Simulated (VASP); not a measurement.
Here is a VASP 6.6.1 calculation.

Contents of INCAR:

```
PREC = Accurate
ENCUT = 600
EDIFF = 1E-6
ISMEAR = 0
SIGMA = 0.03
LREAL = False
LASPH = True
NELM = 150
ALGO = Normal
ISIF = 3
LWAVE = False
LCHARG = False
ISPIN = 2
MAGMOM = 1 0
LORBIT = 11
LMAXMIX = 4
GGA = PE
IBRION = 2
NSW = 90
EDIFFG = -0.01
AMIX = 0.2
BMIX = 1E-4
AMIX_MAG = 0.8
BMIX_MAG = 1E-4
```

File KPOINTS:

```
regular mesh
0
Gamma
  8 8 8
```

POSCAR

```
CuI
1.0
    0.0000000000      3.0315000000      3.0315000000
    3.0315000000      0.0000000000      3.0315000000
    3.0315000000      3.0315000000      0.0000000000
Cu I
1 1
Direct
    0.2500000000      0.2500000000      0.2500000000
    0.0000000000      0.0000000000      0.0000000000
```

Potentials or basis: VASP PAW PBE potentials, release 64 (Cu, I).

The run is started by

```console
$ cat potpaw_PBE.64/Cu/POTCAR potpaw_PBE.64/I/POTCAR > POTCAR
$ mpirun -np 1 vasp_std > vasp.out
```

Estimate the net moment.

0.00 μB per cell.

What does it give for the relaxed volume?

28.15 Å³/atom.

Estimate the band gap on the k mesh.

1.12 eV, direct.

What does it give for the space group after relaxing (to 0.05 Å)?

F-43m (No. 216).

Final structure:
```yaml
crystal:
  lattice:
    - [0.00000, 3.04216, 3.04216]
    - [3.04216, 0.00000, 3.04216]
    - [3.04216, 3.04216, 0.00000]
  atoms:
    - { symbol: Cu, position: [0.25000, 0.25000, 0.25000] }
    - { symbol: I, position: [0.00000, 0.00000, 0.00000] }
```

Caveat: spin-orbit coupling is left out, which moves the levels of the heavy elements. Zero-point motion and thermal expansion aren't in these numbers.
